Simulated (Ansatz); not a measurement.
## Cr under changes of volume

One of the cells (13.784 Å³/atom); the others are scaled copies at fixed shape and fractional positions:

```
Cr
1.0
     2.69578    0.00000    0.00000
    -1.34789    2.33462    0.00000
     0.00000    0.00000    4.38040
Cr
2
Direct
  0.66667 0.33333 0.75000
  0.33333 0.66667 0.25000
```

This isn't the form of Cr at room conditions, which is bcc.

| Property | Result |
| --- | --- |
| Program | Ansatz 0.2.0 |
| Functional | PBEsol |
| Potentials or basis | Ansatz PAW |
| Cutoff | 420 eV (not typed: the program's choice for these potentials) |
| k mesh | 11 × 11 × 6 |
| Occupations | fermi-dirac, width 0.05 eV |
| Spin | collinear spin, ferromagnetic start |
| Starting moments | [3.0, 3.0] μB |

| volume (Å³/atom) | energy over the lowest point (meV/atom) | pressure (GPa) | moment (μB per cell) |
| --- | --- | --- | --- |
| 13.222 | 0.00 | -26.7 | 0.75 |
| 13.503 | ? | ? | ? |
| 13.784 | 99.37 | -30.4 | 1.48 |
| 14.066 | 154.12 | -32.1 | 1.64 |
| 14.347 | 210.02 | -30.8 | 2.04 |

Problem. What does the run at 13.503 Å³/atom give?

Solution. Energy over the lowest point 48.09 meV/atom; pressure -28.6 GPa; moment 1.24 μB per cell.

Worked out: A Birch-Murnaghan fit of order 2 (a polynomial in V^(-2/3)) to the other rows has no minimum within the range. It gives 48.26 meV/atom at 13.503 Å³/atom, against the run's 48.09, and -dE/dV = -28.4 GPa, against -28.6. A parabola through the other rows of the moment, of slope 1.17 μB per Å³/atom there, gives 1.10 μB, against the run's 1.24.

Energies are extrapolated to zero smearing.

Caveats: the PAW data sets come from PBE, with cores solved anew for the run's functional, which leaves a small shift of forces and pressure.
